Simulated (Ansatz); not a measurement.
# Ga: stress in a strained cell

Ga is deformed so: equal xy, yz and zx engineering shear strains of -1 %. What stress and forces result, by LAPW, PAW and all-electron datasets made for the crystal?

Computed with Ansatz 0.2.0 (DFT LDA, scalar-relativistic, unless a step's input says otherwise).

## 1. The starting structure

The structure is tetragonal, space group I4/mmm (No. 139). The conventional cell has a = 2.808 Å, b = 2.808 Å, c = 4.458 Å, α = 90.00°, β = 90.00°, γ = 90.00°. Around Ga (site symmetry 4/mmm) lie 12 Ga at 2.81 to 2.99 Å.

Structure file:

```cif
data_structure
_symmetry_space_group_name_H-M 'I4/mmm'
_symmetry_Int_Tables_number 139
_cell_length_a 2.8080
_cell_length_b 2.8080
_cell_length_c 4.4580
_cell_angle_alpha 90.000
_cell_angle_beta 90.000
_cell_angle_gamma 90.000
_cell_volume 35.15
loop_
_atom_site_label
_atom_site_type_symbol
_atom_site_symmetry_multiplicity
_atom_site_Wyckoff_symbol
_atom_site_fract_x
_atom_site_fract_y
_atom_site_fract_z
_atom_site_occupancy
Ga1 Ga 2 a 0.00000 0.00000 0.00000 1
```

The file gives the conventional cell by its symmetry; the runs use the cell typed in the input.

## 2. The deformed structure

Space group I4/mmm before, C2/m after.

## 3. LAPW, all electrons

Contents of input.yaml:

```yaml
crystal:
  lattice:
    - [-1.422165, 1.399875, 2.229]
    - [1.399875, -1.422165, 2.229]
    - [1.408125, 1.408125, -2.24304]
  atoms:
    - { symbol: Ga, position: [0.0, 0.0, 0.0] }
kpoints:
  mp_grid: { grid: [14, 14, 16] }
  band_path:
    path:
      - [0.0, 0.0, 0.0]
      - [0.5, 0.5, -0.5]
      - [0.1953038834, 0.8046961166, -0.5]
      - [-0.1953038834, 0.1953038834, 0.5]
      - [0.0, 0.0, 0.5]
      - [0.0, 0.0, 0.0]
      - [-0.5, 0.5, 0.0]
      - [0.0, 0.5, 0.0]
      - [0.0, 0.0, 0.0]
    npoints: 5
scf:
  occupations: { method: fermi_dirac, width: 0.05 }
hamiltonian:
  xc: lda
  pseudopotentials: { kind: all_electron, lapw: { basis_error: 0.00025 } }
output:
  forces: true
  stress: true
  eigenvalues: true
```

Run with:

```bash
$ ansatz run input.yaml --threads 1 --pin off --max-ram 3072MiB --backend cpu --events-out ev --progress --plain --runs-dir out
```

## 4. Frozen-core PAW

Contents of input.yaml:

```yaml
crystal:
  lattice:
    - [-1.422165, 1.399875, 2.229]
    - [1.399875, -1.422165, 2.229]
    - [1.408125, 1.408125, -2.24304]
  atoms:
    - { symbol: Ga, position: [0.0, 0.0, 0.0] }
kpoints:
  mp_grid: { grid: [14, 14, 16] }
scf:
  occupations: { method: fermi_dirac, width: 0.05 }
hamiltonian:
  xc: lda
  pseudopotentials: { kind: paw }
output:
  forces: true
  stress: true
  eigenvalues: true
  efg: { contact_densities: true }
  write_density: true
  write_potential: true
  elf: true
  volumetric_format: npy
```

## 5. All-electron PAW on datasets made for the crystal

input.yaml, as its differences from that of step 4:

```diff
@@ -13,3 +13,3 @@
   xc: lda
-  pseudopotentials: { kind: paw }
+  pseudopotentials: { kind: all_electron, datasets: crystal }
 output:
@@ -19,5 +19 @@
   efg: { contact_densities: true }
-  write_density: true
-  write_potential: true
-  elf: true
-  volumetric_format: npy
```

(Steps that only read results are left out.)

Before running it: what results should come out? Wanted: pressure; largest shear or deviatoric stress.

As calculated:

```
                                 quantity                                              value
                                 pressure  LAPW -1.61, PAW -1.66, crystal datasets -1.61 GPa
largest shear or deviatoric stress (LAPW)                                           0.09 GPa
```

The largest part of the stress beyond the pressure is 0.09 GPa in size, in the zz component. No run of the undeformed cell stands beside it, so the pressure holds what the given cell had before the change. PAW: stress within 0.04 GPa of LAPW. Crystal datasets: stress within 0.01 GPa of LAPW.
